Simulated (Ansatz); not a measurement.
WC: enthalpy against pressure

WC, P-6m2, a = 2.912 Å, c = 2.836 Å. Ansatz: r2SCAN, PAW, 500 eV, Γ-centred 18×18×14 mesh on 2 atoms, Gaussian smearing 0.10 eV; no spin polarisation. Cell and atoms are relaxed at each pressure, and no other structure is tried, so the rows at high pressure may lie past a change of phase. y is the enthalpy over the state at zero pressure; there V0 = 10.415 Å³/atom. The pressures are the targets, met within 0.03 GPa.

```
P (GPa) y (eV/atom)
   -1.0      -0.0651
    0.0       0.0000
    1.0       0.0649
    4.0       0.2587
   12.0            ?
   25.0       1.5791
   50.0       3.0808
   90.0       5.3603
```

Problem. Fit y = c1 P + c2 P² + c3 P³ to the other rows, say what c1 and c2 mean, and predict the missing value.

Solution. Least squares on the rows shown. y = 0.064925 P − 7.4403×10⁻⁵ P² + 1.6423×10⁻⁷ P³. Since dH/dP = V, c1 is V0: 0.064925 eV/GPa × 160.2 = 10.401 Å³ against 10.415; c2 = −V0/(2B0) gives B0 = 436 GPa, where a Birch–Murnaghan fit to the volumes of the same runs (not shown) gives 401 GPa: a cubic over this range folds the higher terms into c2. At P = 12.0 the fit asked for gives 0.7687 eV/atom. The run gave 0.7689 eV/atom, so the fit is 0.0002 eV/atom too low, a small miss on the scale of the series.

The mesh isn't the same in all rows (18×18×14, 18×18×16). Spin–orbit coupling is left out, which can shift energies with elements as heavy as these.